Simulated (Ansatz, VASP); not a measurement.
## Two plane-wave programs on MgS

File INCAR:

```
  PREC = Accurate
  ENCUT = 520
  EDIFF = 1E-8
  ISMEAR = -1
  SIGMA = 0.01
  LREAL = F
  LASPH = T
  NELM = 100
  ALGO = Normal
  ISIF = 2
  LWAVE = F
  LCHARG = F
  LEFG = T
  NBANDS = 11
```

Contents of KPOINTS:

```
Automatic mesh
0
Gamma
  8 8 8
```

POSCAR

```
MgS
1.0
    0.0000000000      2.5841887356      2.5841887356
    2.5841887356      0.0000000000      2.5841887356
    2.5841887356      2.5841887356      0.0000000000
Mg S
1 1
Direct
    0.0000000000      0.0000000000      0.0000000000
    0.5000000000      0.5000000000      0.5000000000
```

Input for Ansatz:

```yaml
crystal:
  lattice:
    - [0.0, 2.5841887356, 2.5841887356]
    - [2.5841887356, 0.0, 2.5841887356]
    - [2.5841887356, 2.5841887356, 0.0]
  atoms:
    - { symbol: Mg, position: [0.0, 0.0, 0.0] }
    - { symbol: S, position: [0.5, 0.5, 0.5] }
kpoints:
  mp_grid: { grid: [8, 8, 8] }
scf:
  occupations: { method: fermi_dirac, width: 0.01 }
hamiltonian:
  xc: lda
  pseudopotentials: { kind: paw }
output:
  forces: true
  stress: true
  eigenvalues: true
  efg: { contact_densities: true }
```

Change from the starting cell: volume scaled by 0.98, PAW files.

Alike in both runs: task electric field gradients; functional LDA; k mesh 8 × 8 × 8; occupations fermi-dirac, width 0.01 eV; no spin polarisation.

|  | VASP | Ansatz |
| --- | --- | --- |
| version | VASP 6.6.1 | Ansatz 0.2.0 |
| potentials or method | VASP PAW LDA potentials, release 64 (Mg, S) | PAW with Ansatz's default frozen-core files, scalar-relativistic |
| plane-wave cutoff (eV) | 520 | 420 |
| valence electrons in the cell | 8 | 16 |

```csv
,VASP,Ansatz,Ansatz less VASP
gap on the k mesh at the Fermi level (eV),2.60,2.60,0.000
pressure (GPa),-2.4,-1.8,+0.58
Vzz of the field gradient on the site that differs most (V/Å²),0.0,0.0,0.00
```

The two sets of potentials don't hold the same shells in valence.

A k mesh can miss the band edges.
